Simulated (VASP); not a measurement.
# SnSe (Fm-3m) in VASP: further runs

The runs below take SnSe through single point, with r2SCAN.

All numbers are computed with VASP 6.6.1; they aren't measurements. Logs are shortened: lines on timing, memory, paths and dates and some standing lists are left out, and cuts for length are marked.

## Step 1: The crystal as given

Symmetry: Fm-3m, No. 225, cubic system. Conventional cell: a = 6.020 Å, b = 6.020 Å, c = 6.020 Å, α = 90.00°, β = 90.00°, γ = 90.00°. Sn (site symmetry m-3m) is surrounded by 6 Se at 3.01 Å. Se (site symmetry m-3m) has 6 Sn at 3.01 Å as nearest neighbours.

Measurements of this composition are mostly on another form, of space group No. 62.

## Step 2: Single point, r2SCAN

File INCAR:

```
SYSTEM = SnSe
  ADDGRID = .FALSE.
  ALGO = Normal
  EDIFF = 1E-7
  ENCUT = 400
  ISIF = 2
  ISMEAR = 0
  LASPH = .TRUE.
  LCHARG = .FALSE.
  LMIXTAU = .TRUE.
  LREAL = .FALSE.
  LWAVE = .FALSE.
  METAGGA = R2SCAN
  NBANDS = 17
  NELM = 100
  PREC = Accurate
  SIGMA = 0.5
```

File KPOINTS:

```
k-points
0
G
  6 6 6
  0 0 0
```

File POSCAR:

```
SnSe
1.0
    0.0000000000      3.0100000000      3.0100000000
    3.0100000000      0.0000000000      3.0100000000
    3.0100000000      3.0100000000      0.0000000000
Sn Se
1 1
Direct
    0.0000000000      0.0000000000      0.0000000000
    0.5000000000      0.5000000000      0.5000000000
```

Potentials or basis: VASP PAW PBE potentials, release 64 (Sn_d, Se).

Run with:

```console
$ cat potpaw_PBE.64/Sn_d/POTCAR potpaw_PBE.64/Se/POTCAR > POTCAR
$ mpirun -np 1 vasp_std > vasp.out
```

OUTCAR:

```text
SYSTEM = SnSe
   EDIFF = 1E-7
   ENCUT = 400
   ISIF = 2
   ISMEAR = 0
   LASPH = .TRUE.
   LREAL = .FALSE.
   METAGGA = R2SCAN
   NELM = 100
   PREC = Accurate

 Found     16 irreducible k-points:

 Following reciprocal coordinates:
            Coordinates               Weight
  0.000000  0.000000  0.000000      1.000000
  0.166667  0.000000  0.000000      8.000000
  0.333333  0.000000  0.000000      8.000000
  0.500000  0.000000  0.000000      4.000000
  0.166667  0.166667  0.000000      6.000000
  0.333333  0.166667  0.000000     24.000000
   k-points           NKPTS =     16   k-points in BZ     NKDIM =     16   number of bands    NBANDS=     17
   number of dos      NEDOS =    301   number of ions     NIONS =      2
   total plane-waves  NPLWV =  21952
   dimension x,y,z NGX =    28 NGY =   28 NGZ =   28
   dimension x,y,z NGXF=    56 NGYF=   56 NGZF=   56
   ions per type =               1   1
   NGX,Y,Z   is equivalent  to a cutoff of  10.94, 10.94, 10.94 a.u.
   NGXF,Y,Z  is equivalent  to a cutoff of  21.87, 21.87, 21.87 a.u.
 SYSTEM =  SnSe
   PREC   = accura    normal or accurate (medium, high low for compatibility)
   ISTART =      0    job   : 0-new  1-cont  2-samecut
   ICHARG =      2    charge: 1-file 2-atom 10-const
   ISPIN  =      1    spin polarized calculation?
   LNONCOLLINEAR =      F non collinear calculations
   LSORBIT =      F    spin-orbit coupling
   LASPH  =      T    aspherical Exc in radial PAW
   ENCUT  =  400.0 eV  29.40 Ry    5.42 a.u.   6.94  6.94  6.94*2*pi/ulx,y,z
   NELM   =    100;   NELMIN=  2; NELMDL= -5     # of ELM steps
   EDIFF  = 0.1E-06   stopping-criterion for ELM
   LREAL  =      F    real-space projection
   EDIFFG = 0.1E-05   stopping-criterion for IOM
   NSW    =      0    number of steps for IOM
   IBRION =     -1    ionic relax: 0-MD 1-quasi-New 2-CG
   NFREE  =      0    steps in history (QN), initial steepest desc. (CG)
   ISIF   =      2    stress and relaxation
   ISYM   =      2    0-nonsym 1-usesym 2-fastsym
   POTIM  = 0.5000    time-step for ionic-motion
   TEBEG  =    0.0;   TEEND  =   0.0 temperature during run
   PSTRESS=    0.0 pullay stress
   NELECT =      20.0000    total number of electrons
   NUPDOWN=      -1.0000    fix difference up-down
   EMIN   =  10.00;   EMAX   =-10.00  energy-range for DOS
   EFERMI =   0.00;   METHOD = LEGACY
   ISMEAR =     0;   SIGMA  =   0.50  broadening in eV -4-tet -1-fermi 0-gaus
   EFERMI_NEDOS =   21; number of points for ismear=-14 and -15
   IALGO  =     38    algorithm
   IMIX   =      4    mixing-type and parameters
     AMIX     =   0.40;   BMIX     =  1.00
     AMIX_MAG =   1.60;   BMIX_MAG =  1.00
  volume/ion in A,a.u.               =      27.27       184.03
  Fermi-wavevector in a.u.,A,eV,Ry     =   1.171768  2.214321 18.681350  1.373040
  Thomas-Fermi vector in A             =   2.308207
   LORBIT       =      0    0 simple, 1 ext, 2 COOP (PROOUT), +10 PAW based schemes
   METAGGA = R2SCAN    functional components
   LHFCALC =     F    Hartree Fock is set to
   AEXX    =    0.0000 exact exchange contribution
   IVDW    =     0    specifies the selected vdW correction
   LEPSILON=     F    determine dielectric tensor
   LRPA    =     F    only Hartree local field effects (RPA)
 non-spin polarized calculation
 Gauss-broadening in eV      SIGMA  =   0.50
  energy-cutoff  :      400.00
  volume of cell :       54.54
 maximum number of plane-waves:      1002
   NGX = 13   NGY = 13   NGZ = 13

 number of electron      19.9999997 magnetization

 Free energy of the ion-electron system (eV)
  ---------------------------------------------------
  ext. energy  EPLUGINS =         0.00000000
  ---------------------------------------------------
  free energy    TOTEN  =       -39.89377736 eV

  energy without entropy =      -39.87701873  energy(sigma->0) =      -39.88539805

 E-fermi :   5.8950     XC(G=0): -10.1948

 val. band max:        5.7034527707   @ k =   0.5000   0.0000   0.0000
 cond. band min:       6.1569407212   @ k =   0.5000   0.0000   0.0000
 fundamental gap:      0.4534879505
 Fermi energy:         5.8950077918

 k-point     1 :       0.0000    0.0000    0.0000
  band No.  band energies     occupation
      1     -16.8451      2.00000
      2     -16.8451      2.00000
      3     -16.8423      2.00000
      4     -16.8423      2.00000
      5     -16.8423      2.00000
      6      -9.0287      2.00000
[... 9 lines left out ...]
     16      11.7461      0.00000
     17      14.0184      0.00000

 k-point     2 :       0.1667    0.0000    0.0000
  band No.  band energies     occupation
      1     -16.8470      2.00000
      2     -16.8469      2.00000
      3     -16.8416      2.00000
      4     -16.8393      2.00000
      5     -16.8393      2.00000
      6      -8.8301      2.00000
[... 9 lines left out ...]
     16      12.3922      0.00000
     17      15.7842      0.00000

 k-point     3 :       0.3333    0.0000    0.0000
  band No.  band energies     occupation
      1     -16.8514      2.00000
      2     -16.8513      2.00000
      3     -16.8404      2.00000
      4     -16.8328      2.00000
      5     -16.8328      2.00000
      6      -8.3555      2.00000
[... 9 lines left out ...]
     16      14.0826      0.00000
     17      17.9776      0.00000

 k-point     4 :       0.5000    0.0000    0.0000
  band No.  band energies     occupation
      1     -16.8536      2.00000
      2     -16.8535      2.00000
      3     -16.8397      2.00000
      4     -16.8295      2.00000
      5     -16.8294      2.00000
      6      -8.0575      2.00000
[... 9 lines left out ...]
     16      16.1963      0.00000
     17      16.1963      0.00000

 k-point     5 :       0.1667    0.1667    0.0000
  band No.  band energies     occupation
      1     -16.8511      2.00000
      2     -16.8439      2.00000
      3     -16.8431      2.00000
      4     -16.8379      2.00000
      5     -16.8379      2.00000
      6      -8.7635      2.00000
[... 9 lines left out ...]
     16      13.4823      0.00000
     17      14.3867      0.00000

 k-point     6 :       0.3333    0.1667    0.0000
  band No.  band energies     occupation
      1     -16.8569      2.00000
      2     -16.8449      2.00000
      3     -16.8432      2.00000
      4     -16.8338      2.00000
      5     -16.8317      2.00000
      6      -8.3765      2.00000
[... 9 lines left out ...]
     16      15.0058      0.00000
     17      16.5966      0.00000

 [... further k-points ...]

------------------------ aborting loop because EDIFF is reached ----------------------------------------

  FORCE on cell =-STRESS in cart. coord.  units (eV):
  Direction    XX          YY          ZZ          XY          YZ          ZX
  --------------------------------------------------------------------------------------
  -------------------------------------------------------------------------------------
  Total       -0.1183721     -0.1183721     -0.1183721      0.0000000      0.0000000      0.0000000
  in kB       -3.4772055     -3.4772055     -3.4772055      0.0000000      0.0000000      0.0000000
  external PRESSURE =      -3.4772055 kB  Pullay stress =       0.0000000 kB

 VOLUME and BASIS-vectors are now :
 -----------------------------------------------------------------------------
  energy-cutoff  :      400.00
  volume of cell :       54.54
      direct lattice vectors                 reciprocal lattice vectors
     0.000000000  3.010000000  3.010000000    -0.166112957  0.166112957  0.166112957
     3.010000000  0.000000000  3.010000000     0.166112957 -0.166112957  0.166112957
     3.010000000  3.010000000  0.000000000     0.166112957  0.166112957 -0.166112957

 POSITION                                       TOTAL-FORCE (eV/Angst)
 -----------------------------------------------------------------------------------
      0.00000      0.00000      0.00000         0.000000      0.000000     -0.000000
      3.01000      3.01000      3.01000         0.000000      0.000000      0.000000
 -----------------------------------------------------------------------------------
    total drift:                               -0.000000      0.000000      0.000000

  FREE ENERGIE OF THE ION-ELECTRON SYSTEM (eV)
  ---------------------------------------------------
  free  energy   TOTEN  =       -39.8937773593 eV

  energy  without entropy=      -39.8770187317  energy(sigma->0) =      -39.88539805
```

OSZICAR:

```text
N       E                     dE             d eps       ncg     rms          rms(c)
DAV:   1     0.942136179149E+02    0.94214E+02   -0.87579E+03   552   0.125E+03
DAV:   2    -0.312923002310E+02   -0.12551E+03   -0.12191E+03   584   0.328E+02
DAV:   3    -0.430715628522E+02   -0.11779E+02   -0.11710E+02   678   0.929E+01
[... 14 lines left out ...]
DAV:  18    -0.398937771094E+02    0.16449E-05   -0.52935E-07   611   0.611E-03    0.926E-04
DAV:  19    -0.398937782559E+02   -0.11465E-05   -0.18825E-07   589   0.337E-03    0.313E-04
DAV:  20    -0.398937770739E+02    0.11820E-05   -0.45039E-08   370   0.232E-03    0.162E-04
DAV:  21    -0.398937774181E+02   -0.34414E-06   -0.75545E-09   304   0.966E-04    0.167E-04
DAV:  22    -0.398937773593E+02    0.58771E-07   -0.43366E-09   288   0.600E-04
   1 F= -.39893777E+02 E0= -.39885398E+02  d E =-.167586E-01
```

stdout:

```text
POSCAR found type information on POSCAR SnSe
 POSCAR found :  2 types and       2 ions
 scaLAPACK will be used
 -----------------------------------------------------------------------------
|                                                                             |
|                                                                             |
|     You enforced a specific xc type in the INCAR file but a different       |
|     I HOPE YOU KNOW WHAT YOU ARE DOING!                                     |
|                                                                             |
 -----------------------------------------------------------------------------

 LDA part: xc-table for (None), standard interpolation
 POSCAR, INCAR and KPOINTS ok, starting setup
 FFT: planning ... GRIDC
 FFT: planning ... GRID_SOFT
 FFT: planning ... GRID
 WAVECAR not read
 entering main loop
```

Wall time 45 s (1 thread of Intel Xeon Platinum 8488C (Sapphire Rapids), shared host); peak memory 0.16 GiB.

The run converged, but some of its settings lie outside the range that counts as converged, so its numbers aren't taken as properties of the crystal.

Results:

| Quantity | Value |
| --- | --- |
| Free energy | -39.8938 eV |
| Pressure | -0.3 GPa |
| Band gap on the k mesh | 0.45 eV, direct |

Caveat: the PAW data sets were made with another functional, which shifts forces and pressure a little; spin-orbit coupling is left out, which moves the levels of the heavy elements.

## Step 3: Single point, r2SCAN

INCAR, as its differences from that of step 2:

```diff
@@ -16,2 +16,2 @@
   PREC = Accurate
-  SIGMA = 0.5
+  SIGMA = 0.2
```

KPOINTS is that of step 2.

POSCAR is that of step 2.

Potentials or basis: VASP PAW PBE potentials, release 64 (Sn_d, Se).

Run with:

```console
$ cat potpaw_PBE.64/Sn_d/POTCAR potpaw_PBE.64/Se/POTCAR > POTCAR
$ mpirun -np 1 vasp_std > vasp.out
```

Wall time 45 s (1 thread of Intel Xeon Platinum 8488C (Sapphire Rapids), shared host); peak memory 0.15 GiB.

The run converged, but some of its settings lie outside the range that counts as converged, so its numbers aren't taken as properties of the crystal.

What came out:

| Item | Value |
| --- | --- |
| Free energy | -39.8887 eV |
| Pressure | -0.4 GPa |
| Band gap on the k mesh | 0.45 eV, direct |

Caveat: the PAW data sets were made with another functional, which shifts forces and pressure a little; spin-orbit coupling is left out, which moves the levels of the heavy elements.

## Step 4: Single point, r2SCAN

INCAR, as its differences from that of step 3:

```diff
@@ -16,2 +16,2 @@
   PREC = Accurate
-  SIGMA = 0.2
+  SIGMA = 0.1
```

KPOINTS is that of step 3.

POSCAR is that of step 3.

Run with:

```console
$ cat potpaw_PBE.64/Sn_d/POTCAR potpaw_PBE.64/Se/POTCAR > POTCAR
$ mpirun -np 1 vasp_std > vasp.out
```

Wall time 47 s (1 thread of Intel Xeon Platinum 8488C (Sapphire Rapids), shared host); peak memory 0.16 GiB.

The run converged, but some of its settings lie outside the range that counts as converged, so its numbers aren't taken as properties of the crystal.

What came out:

```
Free energy            : -39.8885 eV
Pressure               : -0.5 GPa
Band gap on the k mesh : 0.45 eV, direct
```

Caveat: the PAW data sets were made with another functional, which shifts forces and pressure a little; spin-orbit coupling is left out, which moves the levels of the heavy elements.

## Step 5: Single point, r2SCAN

INCAR, as its differences from that of step 4:

```diff
@@ -16,2 +16,2 @@
   PREC = Accurate
-  SIGMA = 0.1
+  SIGMA = 0.01
```

KPOINTS is that of step 4.

POSCAR is that of step 4.

Run with:

```console
$ cat potpaw_PBE.64/Sn_d/POTCAR potpaw_PBE.64/Se/POTCAR > POTCAR
$ mpirun -np 1 vasp_std > vasp.out
```

Run time: 48 s. Hardware: 1 thread of Intel Xeon Platinum 8488C (Sapphire Rapids), shared host; peak memory 0.16 GiB.

These settings aren't checked as converged: the numbers below hold their error.

What came out:

```yaml
Free_energy: -39.8885 eV
Pressure: -0.5 GPa
Band_gap_on_the_k_mesh: 0.45 eV, direct
```

Caveat: the PAW data sets were made with another functional, which shifts forces and pressure a little; spin-orbit coupling is left out, which moves the levels of the heavy elements.

## Step 6: For comparison

An earlier run on the cell as given: functional PBEsol; potentials or basis VASP PAW PBE potentials, release 64 (Sn_d, Se); cutoff 520 eV; k mesh 8 × 8 × 8; occupations fermi-dirac, width 0.05 eV; no spin polarisation.

* Pressure: -1.9 GPa
* Band gap on the k mesh: 0.65 eV, direct
